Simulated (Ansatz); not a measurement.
A (001) slab of ZrSi$_{2}$ (Cmcm (No. 63)), 7 planes, outer planes ZrSi2 (top) and ZrSi2 (bottom), with 21 atoms (Zr7Si14) in a surface cell of A = 26.759 Å², as cut from the bulk:

```
CELL_PARAMETERS angstrom
3.67426 0.00000 0.00000
-1.83713 7.28295 0.00000
0.00000 0.00000 25.97030
ATOMIC_POSITIONS crystal
Zr 0.89528 0.79057 0.28879
Si 0.55396 0.10792 0.28879
Si 0.25023 0.50046 0.28879
Zr 0.10472 0.20943 0.35919
Si 0.44604 0.89208 0.35919
Si 0.74977 0.49954 0.35919
Zr 0.89528 0.79057 0.42960
Si 0.55396 0.10792 0.42960
Si 0.25023 0.50046 0.42960
Zr 0.10472 0.20943 0.50000
Si 0.44604 0.89208 0.50000
Si 0.74977 0.49954 0.50000
Zr 0.89528 0.79057 0.57040
Si 0.55396 0.10792 0.57040
Si 0.25023 0.50046 0.57040
Zr 0.10472 0.20943 0.64081
Si 0.44604 0.89208 0.64081
Si 0.74977 0.49954 0.64081
Zr 0.89528 0.79057 0.71121
Si 0.55396 0.10792 0.71121
Si 0.25023 0.50046 0.71121
```

The calculation used DFT PBEsol, scalar-relativistic, plane waves, PAW (Ansatz). Cutoff 420 eV; k points 10×5×1 on the computed 21-atom cell (Γ-centred); Gaussian smearing, width 0.10 eV; no spin polarisation. The cell repeats along c with a dipole correction in the vacuum.

Against the same 21 atoms in the bulk, the slab as cut lies 6.251 eV higher and the relaxed slab 5.730 eV higher.

(1) Work out the surface energy before and after relaxation.

(2) What is the ideal work of this cut, per area?

## Answers

(1) The slab has two faces, so γ = (E_slab − N·E_bulk)/(2A), the mean of both. As cut: 6.251/(2 × 26.759) = 0.1168 eV/Å², and 1 eV/Å² = 16.02 J/m², so γ = 1.87 J/m². Relaxed: 5.730/(2 × 26.759) = 0.1071 eV/Å² = 1.72 J/m². Relaxation recovers 8 % of the cost of cutting.

(2) Griffith's ideal work is 2γ: 3.74 J/m² if the new faces stay rigid, 3.43 J/m² if they relax. One thickness was run, 7 planes, so γ can still shift with it.